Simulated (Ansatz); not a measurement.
**Clamped-ion strain scan in PtSe$_{2}$**

The calculation used DFT PBE, scalar-relativistic, plane waves, PAW (Ansatz 0.2.0). Settings: plane waves to 420 eV, k-mesh 12×12×4 (Γ-centred), Gaussian smearing 0.05 eV. Spin–orbit coupling is left out, which can shift energies with elements as heavy as these. No spin polarisation. Energies are free energies at this smearing, counted from the undisturbed cell; pressure is positive in compression.

Reference structure (relaxed at this level):

```
Pt Se
1.0
     3.75166    0.00000    0.00000
    -1.87583    3.24903    0.00000
     0.00000    0.00000    6.52688
Pt Se
1 2
Direct
  0.00000 0.00000 0.00000
  0.33333 0.66667 0.20019
  0.66667 0.33333 0.79981
```

The cell holds layers and no dispersion correction was added, so their binding is poorly described.

The cell is strained by ε times the Voigt pattern (0, 0, 1, 0, 0, 0) (xx, yy, zz, yz, xz, xy; engineering shear) with fractional coordinates fixed.

ε, ΔE (meV/atom) and a bar:
```
  -0.0600       24.1 ##############################
  -0.0450       13.4 #################
  -0.0300        5.9 #######
  -0.0150        1.5 ##
   0.0000        0.0
   0.0150        1.4 ##
   0.0300        5.7 #######
   0.0450       12.6 ################
   0.0525       17.1 #####################
   0.0600       22.1 ############################
```

Cost: 10 runs of about 1.3 core-minutes in all, on Intel Xeon Platinum 8259CL (Skylake/Cascade Lake) (shared hosts).